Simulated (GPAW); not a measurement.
BaF2 (Frankdicksonite), 3 atoms in the cell. Symmetry: Fm-3m, No. 225, cubic system. Conventional cell: a = 6.200 Å, b = 6.200 Å, c = 6.200 Å, α = 90.00°, β = 90.00°, γ = 90.00°. Ba (site symmetry m-3m) has 8 F at 2.68 Å as nearest neighbours. F (site symmetry -43m) is surrounded by 4 Ba at 2.68 Å. 

- Program: GPAW 26.7.0
- Task: band structure
- Functional: C09-vdW
- Potentials or basis: GPAW PAW data sets (gpaw-data 1.2.1)
- Cutoff: 800 eV
- Basis: pw
- k mesh: 6 × 6 × 6
- Occupations: fermi-dirac, width 0.05 eV
- Spin: spin-orbit coupling, no magnetisation
- Maxiter: 150
- Band path: GXWKGLUWLK,UX
- Band points: 60
- spin axis theta (degrees): 90
- spin axis phi (degrees): 0
- Soc after scf: second variation

Potentials or basis: GPAW PAW data sets (gpaw-data 1.2.1), pw.

Run with:

```sh
$ OMP_NUM_THREADS=1 python run.py
```

Hardware: 1 thread of Arm Neoverse V2, with other jobs on the host.

**Question.** How long does it take, and how much memory?

**Answer.** Run time: 76 s on 1 thread of Arm Neoverse V2 (shared host), peak memory 0.44 GiB. Counts: scf iterations 15, plane waves 3119, bands 22, k points 16.
